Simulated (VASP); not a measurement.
A run of VASP 6.6.1 is set up as follows.

File INCAR:

```
SYSTEM = Hg
  PREC = Accurate
  ENCUT = 520
  EDIFF = 1E-7
  ISMEAR = -1
  SIGMA = 0.1
  LREAL = .False.
  LASPH = .True.
  NELM = 100
  ALGO = Normal
  ISIF = 2
  LWAVE = .False.
  LCHARG = .False.
  GGA = RP
  NBANDS = 12
```

KPOINTS

```
Automatic mesh
0
Gamma
  9 9 9
  0 0 0
```

POSCAR

```
Hg
1.0
   -3.0309760655      3.0309760655      3.0309760655
    3.0309760655     -3.0309760655      3.0309760655
    3.0309760655      3.0309760655     -3.0309760655
Hg
1
Direct
    0.0000000000      0.0000000000      0.0000000000
```

Potentials or basis: VASP PAW PBE potentials, release 64 (Hg).

The run is started by

```bash
$ cat potpaw_PBE.64/Hg/POTCAR > POTCAR
$ mpirun -np 1 vasp_std > vasp.out
```

(1) What does it give for the pressure?

(2) What does it give for the band gap on the k mesh?

## Answers

(1) 0.0 GPa.

(2) 4.24 eV, indirect (least direct gap 4.54 eV).

Caveat: the PAW data sets were made with another functional, which shifts forces and pressure a little; spin-orbit coupling is left out, which moves the levels of the heavy elements; an odd mesh through Γ misses points on the zone boundary, where band edges often lie.
